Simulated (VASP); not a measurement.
Input of a VASP 6.6.1 run:

File POSCAR:

```
CaB2
1.0
    3.2264302843      0.0000000000      0.0000000000
   -1.6132151421      2.7941705897      0.0000000000
    0.0000000000      0.0000000000      4.0673920000
Ca B
1 2
Direct
    0.0000000000      0.0000000000      0.0000000000
    0.6666666667      0.3333333333      0.5000000000
    0.3333333333      0.6666666667      0.5000000000
```

Contents of INCAR.step1:

```
  ALGO = Normal
  EDIFF = 1E-5
  ENCUT = 520
  GGA = PE
  ISIF = 2
  ISMEAR = -1
  LASPH = T
  LREAL = F
  LWAVE = T
  NELM = 60
  PREC = Accurate
  SIGMA = 0.05
```

Contents of INCAR.step2:

```
  AEXX = 0.15
  ALGO = Normal
  EDIFF = 1E-6
  ENCUT = 520
  GGA = PE
  HFRCUT = -1
  ISIF = 2
  ISMEAR = -1
  ISTART = 1
  LASPH = T
  LCHARG = F
  LHFCALC = T
  LREAL = F
  LWAVE = F
  NELM = 60
  PREC = Accurate
  PRECFOCK = Fast
  SIGMA = 0.05
```

Contents of KPOINTS:

```
k-points
0
Gamma
  5 5 4
```

Potentials or basis: VASP PAW PBE potentials, release 64 (Ca_sv, B).

Command:

```sh
$ cat potpaw_PBE.64/Ca_sv/POTCAR potpaw_PBE.64/B/POTCAR > POTCAR
$ cp INCAR.step1 INCAR
$ mpirun -np 1 vasp_std > vasp.out
$ cp INCAR.step2 INCAR
$ mpirun -np 1 vasp_std > vasp.out
```

(1) Estimate the pressure.

(2) Predict the band gap on the k mesh.

Answers

(1) -0.5 GPa.

(2) none (metal or under the smearing width).

Caveat: the k mesh is coarse (spacing up to 0.45 Å⁻¹), so the values aren't converged, least of all with exact exchange; the PAW data sets were made with another functional, which shifts forces and pressure a little.
